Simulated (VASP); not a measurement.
Method: r2SCAN meta-GGA, VASP's PBE PAW potentials (set 64) (plane waves; VASP 6.6.1).

VASP ran on this input.

**INCAR**
```
SYSTEM = ZnTe
PREC = Accurate
ENCUT = 400
EDIFF = 1E-8
NELM = 100
ALGO = Normal
LREAL = .FALSE.
LASPH = .TRUE.
ISMEAR = 0
SIGMA = 0.05
METAGGA = R2SCAN
LMIXTAU = .TRUE.
LMAXMIX = 4
LWAVE = .FALSE.
LCHARG = .FALSE.
IBRION = 1
ISIF = 2
NSW = 30
EDIFFG = -0.001
```

**KPOINTS**
```
Automatic
0
gamma
7 7 7
0 0 0
```

POSCAR:
```
ZnTe
1.0
  0.0000000000   3.0540149177   3.0540149177
  3.0540149177   0.0000000000   3.0540149177
  3.0540149177   3.0540149177   0.0000000000
Zn Te
1 1
Cart
  6.1080298354   6.1080298354   6.1080298354
  1.5270074588   1.5270074588   1.5270074588
```

POTCAR, in this order: Zn Te (PBE.64 set). Program: vasp_std.

Output

### OSZICAR
```
       N       E                     dE             d eps       ncg     rms          rms(c)
DAV:   1     0.384029460092E+02    0.38403E+02   -0.76563E+03   520   0.126E+03
DAV:   2    -0.341531664146E+02   -0.72556E+02   -0.69896E+02   565   0.233E+02
DAV:   3    -0.379106825502E+02   -0.37575E+01   -0.37468E+01   640   0.566E+01
DAV:   4    -0.379542227000E+02   -0.43540E-01   -0.43536E-01   628   0.637E+00
DAV:   5    -0.379550733980E+02   -0.85070E-03   -0.85070E-03   615   0.743E-01    0.507E+00
DAV:   6    -0.353858608092E+02    0.25692E+01   -0.15975E+00   610   0.310E+01    0.470E+00
DAV:   7    -0.353272609485E+02    0.58600E-01   -0.36891E-01   530   0.111E+01    0.272E+00
DAV:   8    -0.353961993001E+02   -0.68938E-01   -0.18896E-01   530   0.385E+00    0.614E-01
DAV:   9    -0.354168462693E+02   -0.20647E-01   -0.10153E-01   525   0.293E+00    0.489E-01
DAV:  10    -0.354464047516E+02   -0.29558E-01   -0.98201E-03   520   0.134E+00    0.178E-01
DAV:  11    -0.354483015923E+02   -0.18968E-02   -0.18509E-03   550   0.580E-01    0.114E-01
DAV:  12    -0.354475797175E+02    0.72187E-03   -0.16080E-03   525   0.495E-01    0.462E-02
DAV:  13    -0.354488614098E+02   -0.12817E-02   -0.63917E-04   530   0.326E-01    0.972E-03
DAV:  14    -0.354488836653E+02   -0.22256E-04   -0.26002E-05   615   0.492E-02    0.822E-03
DAV:  15    -0.354488866559E+02   -0.29905E-05   -0.44981E-06   525   0.296E-02    0.538E-03
DAV:  16    -0.354488929547E+02   -0.62988E-05   -0.22526E-06   570   0.238E-02    0.287E-03
DAV:  17    -0.354488939239E+02   -0.96926E-06   -0.94056E-07   525   0.126E-02    0.217E-03
DAV:  18    -0.354488939099E+02    0.14063E-07   -0.16716E-08   465   0.174E-03    0.177E-03
DAV:  19    -0.354488940050E+02   -0.95132E-07   -0.41606E-09   310   0.896E-04    0.124E-03
DAV:  20    -0.354488938973E+02    0.10767E-06   -0.62833E-08   520   0.475E-03    0.282E-04
DAV:  21    -0.354488939395E+02   -0.42217E-07   -0.50978E-09   300   0.106E-03    0.872E-05
DAV:  22    -0.354488939346E+02    0.48944E-08   -0.59361E-10   265   0.260E-04
   1 F= -.35448894E+02 E0= -.35448894E+02  d E =-.354489E+02
```

**OUTCAR**
```
------------------------ aborting loop because EDIFF is reached ----------------------------------------
  FORCE on cell =-STRESS in cart. coord.  units (eV):
  Direction    XX          YY          ZZ          XY          YZ          ZX
  --------------------------------------------------------------------------------------
  Total       -0.0037336     -0.0037336     -0.0037336      0.0000000      0.0000000      0.0000000
  in kB       -0.1050026     -0.1050026     -0.1050026      0.0000000      0.0000000      0.0000000
  external PRESSURE =      -0.1050026 kB  Pullay stress =       0.0000000 kB
  volume of cell :       56.97
      direct lattice vectors                 reciprocal lattice vectors
     0.000000000  3.054014918  3.054014918    -0.163718912  0.163718912  0.163718912
     3.054014918  0.000000000  3.054014918     0.163718912 -0.163718912  0.163718912
     3.054014918  3.054014918  0.000000000     0.163718912  0.163718912 -0.163718912
 POSITION                                       TOTAL-FORCE (eV/Angst)
 -----------------------------------------------------------------------------------
      0.00000      0.00000      0.00000        -0.000000     -0.000000     -0.000000
      1.52701      1.52701      1.52701         0.000000      0.000000      0.000000
 -----------------------------------------------------------------------------------
    total drift:                               -0.000011     -0.000011     -0.000011
  FREE ENERGIE OF THE ION-ELECTRON SYSTEM (eV)
  ---------------------------------------------------
  free  energy   TOTEN  =       -35.4488939346 eV

  energy  without entropy=      -35.4488939346  energy(sigma->0) =      -35.44889393

 reached required accuracy - stopping structural energy minimisation
```
(Selected blocks of OUTCAR.)

OUTCAR:
```
 val. band max:        2.9247031375   @ k =   0.0000   0.0000   0.0000

 cond. band min:       4.7313514569   @ k =   0.0000   0.0000   0.0000


 Fermi energy:         3.1607589489

 k-point     1 :       0.0000    0.0000    0.0000
  band No.  band energies     occupation
      1      -9.2287      2.00000
      2      -4.1676      2.00000
      3      -4.1676      2.00000
      4      -4.1675      2.00000
      5      -3.9100      2.00000
      6      -3.9100      2.00000
      7       2.9247      2.00000
      8       2.9247      2.00000
      9       2.9247      2.00000
     10       4.7314      0.00000
     11       7.7079      0.00000
     12       7.7080      0.00000
     13       7.7080      0.00000

 k-point     2 :       0.1429    0.0000    0.0000
  band No.  band energies     occupation
      1      -9.0848      2.00000
      2      -4.1542      2.00000
      3      -4.1541      2.00000
      4      -4.1509      2.00000
      5      -3.9112      2.00000
      6      -3.9112      2.00000
      7       1.3639      2.00000
      8       2.7113      2.00000
      9       2.7113      2.00000
     10       5.5280      0.00000
     11       8.0346      0.00000
     12       8.0375      0.00000
     13       8.0376      0.00000

 k-point     3 :       0.2857    0.0000    0.0000
  band No.  band energies     occupation
      1      -8.7218      2.00000
      2      -4.1275      2.00000
      3      -4.1273      2.00000
      4      -4.0630      2.00000
      5      -3.9110      2.00000
      6      -3.9110      2.00000
      7      -0.6567      2.00000
      8       2.3126      2.00000
      9       2.3126      2.00000
     10       5.4121      0.00000
     11       8.4195      0.00000
     12       8.4196      0.00000
     13       9.8353      0.00000

 k-point     4 :       0.4286    0.0000    0.0000
  band No.  band energies     occupation
      1      -8.3769      2.00000
      2      -4.1099      2.00000
      3      -4.1097      2.00000
...
```

Unless said otherwise, spin-orbit coupling is left out, though it shifts the bands of the heavy elements here.

The compound is ZnTe in the zinc blende structure. It was relaxed first. The start is the result of an earlier pass.
